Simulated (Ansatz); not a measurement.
# CuO (Tenorite) (C2/c) in Ansatz: further runs

The runs below take CuO (Tenorite) through single point, equation of state, with PBE.

All numbers are computed with Ansatz 0.2.0; they aren't measurements. Logs are shortened: lines on timing, memory, paths and dates and some standing lists are left out, and cuts for length are marked.

## 1. The crystal as given

Symmetry: C2/c, No. 15, monoclinic system. The conventional cell has a = 4.684 Å, b = 3.423 Å, c = 5.129 Å, α = 90.00°, β = 99.54°, γ = 90.00°. Around Cu (site symmetry -1) lie 4 O at 1.95 to 1.96 Å. O (site symmetry 2) has 4 Cu at 1.95 to 1.96 Å as nearest neighbours.

## 2. Single point, PBE, 9.53 Å³/atom (volume scaled by 0.94)

Contents of input.yaml:

```yaml
crystal:
  lattice:
    - [2.2940437287, -1.6763657078, 0.0]
    - [2.2940437287, 1.6763657078, 0.0]
    - [-0.8326750593, 0.0, 4.9546185987]
  atoms:
    - { symbol: Cu, position: [0.5, 0.0, 0.5] }
    - { symbol: Cu, position: [0.0, 0.5, 0.0] }
    - { symbol: O, position: [0.4184, 0.5816, 0.75] }
    - { symbol: O, position: [0.5816, 0.4184, 0.25] }
hamiltonian:
  xc: pbe
  pseudopotentials: { kind: paw, accuracy: standard }
kpoints:
  mp_grid: { grid: [10, 10, 5] }
scf:
  occupations: { method: fermi_dirac, width: 0.05 }
output:
  forces: true
  stress: true
  eigenvalues: true
```

Potentials or basis: SSSP efficiency PAW.

On the command line:

```sh
$ ansatz run input.yaml --threads 2 --pin off --max-ram 5120MiB --backend cpu --events-out ev --progress --plain --runs-dir out
```

The log of the run:

```text
Warning: RAYON_NUM_THREADS=2 ignored (pool sized by the plan → 2); use --threads N
Engine: ansatz 0.2.0, aarch64-unknown-linux-gnu
Pseudopotentials: kind: paw
Pseudopotential: Cu, paw, valence charge 11, recommended cutoff 1224.512381 eV (normal), Cu.paw.azcp
Pseudopotential: O, paw, valence charge 6, recommended cutoff 680.284656 eV (normal), O.paw.azcp
Functional definition: PBE
  parameter kappa = 0.804
  parameter beta = 0.06672455060314922
  exchange = pbe_x(kappa = kappa, mu = beta*pi^2/3)
  correlation = pbe_c(beta = beta)
Crystal: 4 atoms, lattice volume = 38.108 Å³
Basis set: ecut = 1224.512381 eV, 3703 PW (Γ), exchange–correlation on 108×108×192 points (8 copies of the dense FFT grid, shifted against one another)
Bands: 21, of which v1, the nominal top of the filled ones, is band 17 counted from 1 (16 counted from 0)
Symmetry: 4 space group operations
Space group: C2/c (ITA 15), of the structure as read, at distance tolerance 3.4e-5 Å
k-points: 141 of 500
Non-local potential: Cu, projectors of the file, l = 0: 2, l = 1: 2, l = 2: 2
Non-local potential: O, projectors of the file, l = 0: 2, l = 1: 2
PAW form: compensated (Kresse and Joubert's): semilocal exchange-correlation on the pseudo side sees the compensation charge
PAW one-centre angular grid: Cu, 590 points (default); XC on 64 Gauss nodes
PAW one-centre angular grid: O, 110 points (default); XC on 64 Gauss nodes
Initial density: superposition of atomic densities (chi_scale 0.1, normalization cell, long waves kept (reshape's long-wave potential 0.00 eV rms))
Initial wavefunctions: pseudopotential atomic-orbital guess
Functional: x = pbe(κ = 0.804, μ = 0.2195149727645171), c = pbe(β = 0.06672455060314922)
SCF iter   1: F=—  HF=-6930.920412 eV  |F-HF|=—  |Δ(HF+E_count)|=         —  Δρ=1.16e-1  dr2=2.29e0  ethr=3.10e-3  ⟨swp⟩=5.5  Hψ=13771  notcnv=0
preconditioner: auto → Kerker (q_TF=auto, 2.677 Å⁻¹)  [metal: Δε(μ)=0.025 eV  Ē_g=11.030 eV  σ=0.050 eV  W_gap=0.12  n_scr=12 (ndim 8)  ℏωp=35.1 eV  f_vac=0.000  D(μ)=2.11/eV (n_scr^D=20)]
SCF iter   2: F=—  HF=-6930.452709 eV  |F-HF|=—  |Δ(HF+E_count)|=   4.68e-1  Δρ=4.23e-2  dr2=1.99e-1  ethr=3.10e-3  ⟨swp⟩=2.0  Hψ=5881  notcnv=0
SCF iter   3: F=—  HF=-6930.419720 eV  |F-HF|=—  |Δ(HF+E_count)|=   3.30e-2  Δρ=1.53e-2  dr2=2.90e-2  ethr=5.87e-4  ⟨swp⟩=2.0  Hψ=3513  notcnv=0
SCF iter   4: F=—  HF=-6930.420468 eV  |F-HF|=—  |Δ(HF+E_count)|=   7.48e-4  Δρ=2.26e-3  dr2=1.72e-3  ethr=8.54e-5  ⟨swp⟩=2.0  Hψ=3463  notcnv=0
SCF iter   5: F=—  HF=-6930.421255 eV  |F-HF|=—  |Δ(HF+E_count)|=   7.87e-4  Δρ=4.78e-4  dr2=3.75e-5  ethr=5.07e-6  ⟨swp⟩=2.9  Hψ=6259  notcnv=0
SCF iter   6: F=—  HF=-6930.421306 eV  |F-HF|=—  |Δ(HF+E_count)|=   5.14e-5  Δρ=1.36e-4  dr2=5.12e-6  ethr=1.10e-7  ⟨swp⟩=2.5  Hψ=5637  notcnv=0
SCF iter   7: F=—  HF=-6930.421308 eV  |F-HF|=—  |Δ(HF+E_count)|=   1.20e-6  Δρ=2.85e-5  dr2=2.36e-7  ethr=1.51e-8  ⟨swp⟩=2.5  Hψ=5545  notcnv=0
SCF iter   8: F=-6930.421308 eV  HF=-6930.421308 eV  |F-HF|=7.56e-9  |Δ(HF+E_count)|=   1.24e-7  Δρ=5.97e-6  dr2=9.13e-9  ethr=2.94e-10  ⟨swp⟩=5.1  Hψ=13254  notcnv=0
SCF 1 converged in 8 iterations: F = -6930.421308 eV  dr2 = 9.13e-9
SCF converged after 8 iterations
Free energy (F): -6930.421308 eV
Harris-Foulkes:  -6930.421308 eV  (|F-HF|=7.56e-9)
Internal energy: -6930.402886 eV  (E = F + TS)
E sigma→0 (E₀):  -6930.412097 eV
Entropy (-TS):   -0.018422 eV (-4.605 meV/atom)
Fermi energy:    11.003593 eV
--- Per-component energies (eV) ---
  E_band       = 186.029327
  E_kinetic    = 1001.417838
  E_local      = -2739.328799  (includes V_loc(G=0)·N_el)
  E_nonlocal   = 709.822097
  E_hartree    = 1081.173172
  E_xc         = -1417.107496
  E_vxc        = -956.373408  (∫ρ·V_xc dr)
  E_paw        = -2704.030985  (= ΣΔE_a)
  E_vpaw       = 8.145913  (= ΣTr[D̂ρ^β])
  E_aug_tail   = 0.000040  (compensation charges beyond the density's cutoff)
  E_ewald      = -2862.348753
  E_smearing   = -0.018422  (= −TS)
  E_closure    = 0.000000  (closes the sum)
  Σ components = -6930.421308   (vs F -6930.421308, Δ=0.00e0)
--- Forces (eV/Å), atoms counted from 1 ---
  atom   1  Cu    -0.00000000     0.00000000     0.00000000
  atom   2  Cu    -0.00000000     0.00000000     0.00000000
  atom   3  O      0.00000000    -0.03472230     0.00000000
  atom   4  O      0.00000000     0.03472230     0.00000000
  max |Σ_I F_I| component: 1.89e-29 eV/Å
--- Stress (GPa, compression-positive) ---
       19.761639       0.000000      -2.924403
        0.000000      17.590955       0.000000
       -2.924403       0.000000      20.778441
  P = ⅓ Tr σ = 19.3770 GPa (193.770 kbar)
--- Band table (eV; the first three rows and the last of 141) ---
  k-point 0: bands = ["-9.5959", "-8.0879", "2.1404", "4.9183", "5.3354", "7.3454", "7.5448", "7.5722", "7.6098", "7.7295", "8.0338", "8.1255", "8.3829", "8.5748", "8.6400", "9.1935", "11.2108", "12.0025", "12.9234", "17.0707", "19.5033"]
  k-point 1: bands = ["-9.4764", "-8.2649", "2.5557", "5.0072", "5.3711", "6.7114", "6.9884", "7.0395", "7.7520", "7.9428", "8.2339", "8.2686", "8.4913", "8.7039", "8.9031", "9.0762", "11.1660", "11.8320", "13.4565", "16.5941", "20.2795"]
  k-point 2: bands = ["-9.1443", "-8.6866", "3.6669", "5.1491", "5.2317", "5.4368", "6.5694", "6.6290", "7.9175", "8.0177", "8.3243", "8.4178", "8.4650", "8.7140", "9.1909", "9.3166", "11.1283", "11.4261", "14.5617", "15.6689", "21.9609"]
  k-point 140: bands = ["-8.0127", "-7.8979", "3.5463", "4.0951", "4.7977", "4.9126", "5.3294", "5.7326", "7.8547", "8.1829", "8.5379", "8.5609", "9.0850", "9.1053", "9.5329", "9.6486", "10.2889", "10.9757", "15.5189", "16.7690", "19.9485"]
```

Wall time 12 s (2 threads of Arm Neoverse V1, shared host); peak memory 0.88 GiB.

What came out:

| Item | Value |
| --- | --- |
| Free energy | -6930.4213 eV |
| Pressure | 19.4 GPa |
| Largest force | 0.035 eV/Å |
| Band gap on the k mesh | none (metal or under the smearing width) |

Caveat: the run has no spin polarisation, though such a crystal can be magnetic; semilocal functionals often make such compounds metallic where correlation or magnetic order opens a gap, which also shifts bond lengths.

## 3. Single point, PBE, 9.73 Å³/atom (volume scaled by 0.96)

Edit input.yaml of step 2 so:

```diff
@@ -2,5 +2,5 @@
   lattice:
-    - [2.2940437287, -1.6763657078, 0.0]
-    - [2.2940437287, 1.6763657078, 0.0]
-    - [-0.8326750593, 0.0, 4.9546185987]
+    - [2.3101994985, -1.6881714891, 0.0]
+    - [2.3101994985, 1.6881714891, 0.0]
+    - [-0.8385391614, 0.0, 4.9895114286]
   atoms:
@@ -21 +21,5 @@
   eigenvalues: true
+  write_density: true
+  write_potential: true
+  elf: true
+  volumetric_format: npy
```

Potentials or basis: SSSP efficiency PAW.

On the command line:

```sh
$ ansatz run input.yaml --threads 2 --pin off --max-ram 5120MiB --backend cpu --events-out ev --progress --plain --runs-dir out
```

Run time: 16 s. Hardware: 2 threads of Arm Neoverse V1, shared host; peak memory 0.89 GiB.

The run converged. Its results:

```
Free energy            : -6930.5065 eV
Pressure               : 14.4 GPa
Largest force          : 0.113 eV/Å
Band gap on the k mesh : none (metal or under the smearing width)
```

Caveat: the run has no spin polarisation, though such a crystal can be magnetic; semilocal functionals often make such compounds metallic where correlation or magnetic order opens a gap, which also shifts bond lengths.

## 4. Single point, PBE, 9.93 Å³/atom (volume scaled by 0.98)

Edit input.yaml of step 3 so:

```diff
@@ -2,5 +2,5 @@
   lattice:
-    - [2.3101994985, -1.6881714891, 0.0]
-    - [2.3101994985, 1.6881714891, 0.0]
-    - [-0.8385391614, 0.0, 4.9895114286]
+    - [2.3261324123, -1.699814419, 0.0]
+    - [2.3261324123, 1.699814419, 0.0]
+    - [-0.8443223728, 0.0, 5.0239229397]
   atoms:
@@ -21,5 +21 @@
   eigenvalues: true
-  write_density: true
-  write_potential: true
-  elf: true
-  volumetric_format: npy
```

On the command line:

```sh
$ ansatz run input.yaml --threads 2 --pin off --max-ram 5120MiB --backend cpu --events-out ev --progress --plain --runs-dir out
```

It took 12 s on 2 threads of Arm Neoverse V1, shared host; peak memory 0.91 GiB.

The run converged. Its results:

```
Free energy            : -6930.5677 eV
Pressure               : 9.9 GPa
Largest force          : 0.186 eV/Å
Band gap on the k mesh : none (metal or under the smearing width)
```

Caveat: the run has no spin polarisation, though such a crystal can be magnetic; semilocal functionals often make such compounds metallic where correlation or magnetic order opens a gap, which also shifts bond lengths.

## 5. Single point, PBE, 10.13 Å³/atom

Edit input.yaml of step 4 so:

```diff
@@ -2,5 +2,5 @@
   lattice:
-    - [2.3261324123, -1.699814419, 0.0]
-    - [2.3261324123, 1.699814419, 0.0]
-    - [-0.8443223728, 0.0, 5.0239229397]
+    - [2.34185, -1.7113, 0.0]
+    - [2.34185, 1.7113, 0.0]
+    - [-0.8500274268, 0.0, 5.0578693947]
   atoms:
@@ -21 +21,5 @@
   eigenvalues: true
+  write_density: true
+  write_potential: true
+  elf: true
+  volumetric_format: npy
```

On the command line:

```sh
$ ansatz run input.yaml --threads 2 --pin off --max-ram 5120MiB --backend cpu --events-out ev --progress --plain --runs-dir out
```

It took 16 s on 2 threads of Arm Neoverse V1, shared host; peak memory 0.9 GiB.

It converged, with:

| Quantity | Value |
| --- | --- |
| Free energy | -6930.6074 eV |
| Pressure | 5.9 GPa |
| Largest force | 0.252 eV/Å |
| Band gap on the k mesh | none (metal or under the smearing width) |

Caveat: the run has no spin polarisation, though such a crystal can be magnetic; semilocal functionals often make such compounds metallic where correlation or magnetic order opens a gap, which also shifts bond lengths.

## 6. Single point, PBE, 10.34 Å³/atom (volume scaled by 1.02)

Edit input.yaml of step 5 so:

```diff
@@ -2,5 +2,5 @@
   lattice:
-    - [2.34185, -1.7113, 0.0]
-    - [2.34185, 1.7113, 0.0]
-    - [-0.8500274268, 0.0, 5.0578693947]
+    - [2.3573593924, -1.7226334429, 0.0]
+    - [2.3573593924, 1.7226334429, 0.0]
+    - [-0.8556569116, 0.0, 5.0913661947]
   atoms:
```

Potentials or basis: SSSP efficiency PAW.

On the command line:

```sh
$ ansatz run input.yaml --threads 2 --pin off --max-ram 5120MiB --backend cpu --events-out ev --progress --plain --runs-dir out
```

Run time: 16 s. Hardware: 2 threads of Arm Neoverse V1, shared host; peak memory 0.92 GiB.

Results (log left out):

| Item | Value |
| --- | --- |
| Free energy | -6930.6280 eV |
| Pressure | 2.3 GPa |
| Largest force | 0.312 eV/Å |
| Band gap on the k mesh | none (metal or under the smearing width) |

Caveat: the run has no spin polarisation, though such a crystal can be magnetic; semilocal functionals often make such compounds metallic where correlation or magnetic order opens a gap, which also shifts bond lengths.

## 7. Single point, PBE, 10.54 Å³/atom (volume scaled by 1.04)

Edit input.yaml of step 6 so:

```diff
@@ -2,5 +2,5 @@
   lattice:
-    - [2.3573593924, -1.7226334429, 0.0]
-    - [2.3573593924, 1.7226334429, 0.0]
-    - [-0.8556569116, 0.0, 5.0913661947]
+    - [2.3726673498, -1.7338196878, 0.0]
+    - [2.3726673498, 1.7338196878, 0.0]
+    - [-0.861213281, 0.0, 5.1244279405]
   atoms:
```

On the command line:

```sh
$ ansatz run input.yaml --threads 2 --pin off --max-ram 5120MiB --backend cpu --events-out ev --progress --plain --runs-dir out
```

Run time: 18 s. Hardware: 2 threads of Arm Neoverse V1, shared host; peak memory 0.92 GiB.

The run converged. Its results:

```
Free energy            : -6930.6314 eV
Pressure               : -0.9 GPa
Largest force          : 0.368 eV/Å
Band gap on the k mesh : none (metal or under the smearing width)
```

Caveat: the run has no spin polarisation, though such a crystal can be magnetic; semilocal functionals often make such compounds metallic where correlation or magnetic order opens a gap, which also shifts bond lengths.

## 8. Single point, PBE, 10.74 Å³/atom (volume scaled by 1.06)

Edit input.yaml of step 7 so:

```diff
@@ -2,5 +2,5 @@
   lattice:
-    - [2.3726673498, -1.7338196878, 0.0]
-    - [2.3726673498, 1.7338196878, 0.0]
-    - [-0.861213281, 0.0, 5.1244279405]
+    - [2.3877802882, -1.744863423, 0.0]
+    - [2.3877802882, 1.744863423, 0.0]
+    - [-0.8666988638, 0.0, 5.157068489]
   atoms:
```

On the command line:

```sh
$ ansatz run input.yaml --threads 2 --pin off --max-ram 5120MiB --backend cpu --events-out ev --progress --plain --runs-dir out
```

It took 18 s on 2 threads of Arm Neoverse V1, shared host; peak memory 0.94 GiB.

Results (log left out):

```
Free energy            : -6930.6194 eV
Pressure               : -3.8 GPa
Largest force          : 0.419 eV/Å
Band gap on the k mesh : none (metal or under the smearing width)
```

Caveat: the run has no spin polarisation, though such a crystal can be magnetic; semilocal functionals often make such compounds metallic where correlation or magnetic order opens a gap, which also shifts bond lengths.

## 9. Equation of state, PBE

Potentials or basis: SSSP efficiency PAW.

No new run: the results of the series are fitted here.

Results:

```yaml
Equilibrium_volume: 10.48 Å³/atom
Bulk_modulus_at_fixed_shape_and_positions: 162 GPa
Pressure_derivative_of_the_bulk_modulus: 4.7
```

Energy against volume, from the lowest point:
```tsv
volume (Å³/atom)	energy (meV/atom)
9.527	52.52
9.730	31.23
9.932	15.93
10.135	5.99
10.338	0.85
10.540	0.00
10.743	3.00
```

Caveat: the cell was scaled at fixed shape and fractional positions, which overstates the stiffness of a crystal with free parameters, most of all of layers and chains; the run has no spin polarisation, though such a crystal can be magnetic.
